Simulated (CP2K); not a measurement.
**GaP in CP2K: the effect of functional**

GaP:

```
Ga P
1.0
     6.81095    0.00000    0.00000
     5.70235    3.72455    0.00000
     5.70235    1.69729    3.31534
Ga P
2 2
Direct
  0.56463 0.56463 0.56463
  0.43537 0.43537 0.43537
  0.94261 0.94261 0.94261
  0.05739 0.05739 0.05739
```

Measurements of this composition are mostly on another form, of space group No. 216.

Alike in all runs:

```yaml
Program: CP2K 2026.2
Task: single point
Potentials_or_basis: POTENTIAL_UZH Ga GTH-PBE-q13, P GTH-PBE-q5; TZVP-MOLOPT-PBE-GTH basis
Density_cutoff: 9184 eV
k_mesh: 8 × 8 × 8
Occupations: fermi-dirac, width 0.05 eV
Spin: no spin polarisation
```

```tsv
functional	gap on the mesh (eV)	pressure (GPa)	largest force (eV/Å)
PBE	0.82	0.4	0.06
LDA	?	?	?
PBEsol	0.71	-2.1	0.18
rev-vdW-DF2	0.78	-0.4	0.46
BLYP	0.95	4.1	0.09
WC	0.70	-2.0	0.19
MS2	1.21	-2.4	0.12
```

Task: What does the run with functional LDA give?

Result: gap on the mesh 0.69 eV; pressure -3.3 GPa; largest force 0.28 eV/Å.

Caveats: the basis of atomic orbitals isn't converged, which shifts pressures, moduli and gaps; the potentials were made for another functional, which shifts forces and pressure (some runs).

A k mesh can miss the band edges.
